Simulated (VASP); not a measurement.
Input of a VASP 6.6.1 run:

File INCAR:

```
ALGO     = Fast           # electronic algorithm
EDIFF    = 1E-7           # SCF threshold, eV
ENCUT    = 520            # plane-wave cutoff, eV
GGA      = PE             # functional
ISIF     = 2              # what is computed and relaxed
ISMEAR   = 0              # smearing method
LASPH    = T              # aspherical terms in the spheres
LCHARG   = F              # write CHGCAR
LREAL    = F              # projectors in reciprocal space
LWAVE    = F              # write WAVECAR
NBANDS   = 16             # bands
NELM     = 80             # most SCF steps
PREC     = Accurate       # precision mode
SIGMA    = 0.1            # smearing width, eV
```

File KPOINTS:

```
k-points
0
Gamma
  4 4 4
```

File POSCAR:

```
Rb
1.0
    4.9202249331     -3.1226080503      0.0000000000
    4.9202249331      3.1226080503      0.0000000000
   -3.5788239094      0.0000000000      6.8261905782
Rb
2
Direct
    0.0640000000      0.0640000000      0.1530000000
    0.9360000000      0.9360000000      0.8470000000
```

Potentials or basis: VASP PAW PBE potentials, release 64 (Rb_sv).

Command:

```console
$ cat potpaw_PBE.64/Rb_sv/POTCAR > POTCAR
$ mpirun -np 1 vasp_std > vasp.out
```

Problem. Predict the largest force.

Solution. 19.184 eV/Å.

Problem. What does it give for the band gap on the k mesh?

Solution. None (metal or under the smearing width).

Problem. Estimate the pressure.

Solution. 9.5 GPa.

Stress tensor (GPa, compression positive):
```
-0.70  0.00  2.44
 0.00 -0.84  0.00
 2.44  0.00 30.04
```

Caveat: forces of over 1 eV/Å show positions far from the minimum, so gaps and moduli don't describe the material at rest.
